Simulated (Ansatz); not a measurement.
## H, one cell by several methods

```
H
1.0
     3.78200    0.00000    0.00000
    -1.89100    3.27531    0.00000
     0.00000    0.00000    6.16700
H
4
Cartesian
  0.0000 2.1835 0.7585
  1.8910 1.0918 3.8420
  0.0000 2.1835 2.3250
  1.8910 1.0918 5.4085
```

Atoms are numbered in the order listed.

The geometry is COD entry 9013073, unchecked; take it as a test cell.

Levels of theory: DFT, PBE, PAW with Ansatz's default frozen-core files, scalar-relativistic (Ansatz 0.2.0); DFT, PBE, all-electron LAPW, scalar-relativistic (Ansatz 0.2.0).

For PAW: a Γ-centred 8×8×5 k mesh, Fermi–Dirac smearing of 0.01 eV, cutoff 420 eV, no spin polarisation. LAPW targets a basis error of 0.5 meV/atom. The Ansatz runs share mesh, smearing and spin set-up. Plane-wave (PAW) pressures include the program's estimate of the Pulay term.

Stress and pressure are positive in compression.

Levels count from the top of the valence band.

PAW results:

| quantity | PAW |
| --- | --- |
| pressure (GPa) | -8.64 |
| stress xx (GPa) | -0.44 |
| stress zz (GPa) | -25.05 |
| force on H1, z (eV/Å) | 3.606 |
| band gap (eV) | 1.673 |
| highest filled level at Γ (eV) | -0.024 |
| lowest empty level at Γ (eV) | 1.673 |
| highest filled level at K (eV) | -0.571 |
| lowest empty level at K (eV) | 3.932 |
| highest filled level at L (eV) | -0.661 |
| lowest empty level at L (eV) | 3.650 |

Problem. What does LAPW (all electrons) give for the same quantities?

Solution. 
```json
{"quantity": "pressure (GPa)", "LAPW": "-8.65"}
{"quantity": "stress xx (GPa)", "LAPW": "-0.44"}
{"quantity": "stress zz (GPa)", "LAPW": "-25.06"}
{"quantity": "force on H1, z (eV/Å)", "LAPW": "3.607"}
{"quantity": "band gap (eV)", "LAPW": "1.674"}
{"quantity": "highest filled level at Γ (eV)", "LAPW": "-0.024"}
{"quantity": "lowest empty level at Γ (eV)", "LAPW": "1.674"}
{"quantity": "highest filled level at K (eV)", "LAPW": "-0.571"}
{"quantity": "lowest empty level at K (eV)", "LAPW": "3.931"}
{"quantity": "highest filled level at L (eV)", "LAPW": "-0.661"}
{"quantity": "lowest empty level at L (eV)", "LAPW": "3.650"}
```
